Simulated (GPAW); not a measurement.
Input of a GPAW 26.7.0 run:

Contents of run.py:

```python
from ase import Atoms
from ase.eos import EquationOfState
from ase.io import Trajectory
from ase.units import GPa
from gpaw import GPAW, PW

atoms = Atoms(['Te', 'Cd'],
              cell=[[0.0, 3.205, 3.205],
                    [3.205, 0.0, 3.205],
                    [3.205, 3.205, 0.0]],
              scaled_positions=[[0.75, 0.75, 0.75],
                                [0.0, 0.0, 0.0]],
              pbc=True)

traj = Trajectory('eos.traj', 'w')
volumes, energies = [], []
for x in [0.94, 0.96, 0.98, 1.0, 1.02, 1.04, 1.06]:
    a = atoms.copy()
    a.set_cell(atoms.cell * x**(1 / 3), scale_atoms=True)
    calc = GPAW(mode=PW(600),
                xc='revPBE',
                kpts={'size': (6, 6, 6), 'gamma': True},
                occupations={'name': 'fermi-dirac', 'width': 0.05},
                nbands=18,
                convergence={'density': 1e-05, 'energy': 1e-05},
                maxiter=150,
                txt=f'eos-{x:.2f}.txt')
    a.calc = calc
    energies.append(a.get_potential_energy(force_consistent=True))
    volumes.append(a.get_volume())
    p = -a.get_stress()[:3].mean() / GPa
    calc.write(f'eos-{x:.2f}.gpw')
    traj.write(a)
    print(f'{x:.2f} {volumes[-1]:10.4f} A^3 {energies[-1]:14.6f} eV {p:9.3f} GPa', flush=True)

v0, e0, B = EquationOfState(volumes, energies, eos='birchmurnaghan').fit()
print(f'V0 = {v0:.4f} A^3, E0 = {e0:.6f} eV, B0 = {B / GPa:.2f} GPa')
```

Potentials or basis: the program's PAW data sets (release 1.2.1) made for this functional, pw.

Run with:

```console
$ OMP_NUM_THREADS=1 python run.py
```

Problem. What does it give for the bulk modulus?

Solution. 32 GPa (rough).

Problem. Predict the equilibrium volume.

Solution. 37.13 Å³/atom (rough: see the caveat).

Energy against volume, from the lowest point:
```csv
volume (Å³/atom),energy (meV/atom)
30.947,130.76
31.605,96.74
32.263,68.31
32.922,44.90
33.580,26.00
34.239,11.17
34.897,0.00
```

Caveat: the minimum lies outside the volumes run. The run has no spin-orbit coupling, so splittings on Te are missing.
